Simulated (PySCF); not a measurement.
AgBr:

```
Ag Br
1.0
     0.00000    2.87015    2.87015
     2.87015    0.00000    2.87015
     2.87015    2.87015    0.00000
Ag Br
1 1
Direct
  0.00000 0.00000 0.00000
  0.50000 0.50000 0.50000
```

Base run:

| Item | Value |
| --- | --- |
| Program | PySCF 2.14.0 |
| Functional | PBE |
| Potentials or basis | DZVP-MOLOPT-SR/GTH-PBE (potentials made for PBE) |
| k mesh | 8 × 8 × 8 |
| Occupations | fermi-dirac, width 0.05 eV |
| Spin | no spin polarisation |

Its results: band gap on the k mesh 0.68 eV, indirect (least direct gap 2.63 eV).

Problem. The run is repeated on the same cell with these changes: functional from PBE to PBEsol. What comes out?

Solution. Band gap on the k mesh 0.44 eV, indirect (least direct gap 2.44 eV).

Caveats: the basis of atomic orbitals isn't converged, which shifts pressures, moduli and gaps.

A k mesh can miss the band edges.
